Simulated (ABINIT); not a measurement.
Planning a run of ABINIT 10.8.3 on CdSe (Cadmoselite). The input:

```
acell 3*1.0 Angstrom
rprim 
  4.300000000016 -0.000000000004 0.000000000000
  -2.150000000005 3.723909236288 0.000000000000
  0.000000000000 0.000000000000 7.020000000000
ntypat 2
znucl 48 34
natom 4
typat 1 1 2 2
xred 
  0.333333333333 0.666666666667 0.000000000000
  0.666666666667 0.333333333333 0.500000000000
  0.333333333333 0.666666666667 0.385000000000
  0.666666666667 0.333333333333 0.885000000000
pp_dirpath "pseudos"
pseudos "Cd.upf, Se.upf"
ecut 48
ngkpt 3 3 2
nshiftk 1
shiftk 0 0 0
kptopt 1
chksymbreak 0
istwfk *1
occopt 1
irdwfk 1
optdriver 3
nband 113
ecuteps 4
inclvkb 2
awtr 1
symchi 1
indata_prefix "in"
outdata_prefix "out"
tmpdata_prefix "tmp"
```

The database entry behind the starting cell differs from later determinations by our own check (inner coordinate of an old entry), so it need not match the best structure at ambient conditions.

```sh
OMP_NUM_THREADS=1 mpirun -n 16 abinit run.abi > log
```

**Question.** How long will it take on 16 MPI ranks of Arm Neoverse V1, shared host, and how much memory?

It took 29 s; on shared hardware allow 15 s to 58 s. Peak host memory was 6 GiB.

[Paths, hosts, dates, memory and timing lines, banners, echoed tables and standing remarks are left out of the program output.]

[Logs are printed without paths, hosts, clocks, repeated set-up lines and the standing remarks that a program may print on its own settings, such as how far it seeks lower states.]

[Runs of the session that timed out or met a known fault of the program may be left out.]

[Hosts, paths, dates, database ids (printed as entryN), source tags and the programs' standing remarks are cut or masked in the printed files.]

[G0W0 gaps are taken among the corrected bands and points alone; a level outside them can change the order at an edge.]

[Where Ansatz stands beside ABINIT at settings called matched, ABINIT's density can come from a denser mesh and the files from another edition; pairs whose starting gaps differed by over 0.03 eV were left out, so agreement reads better than it is.]
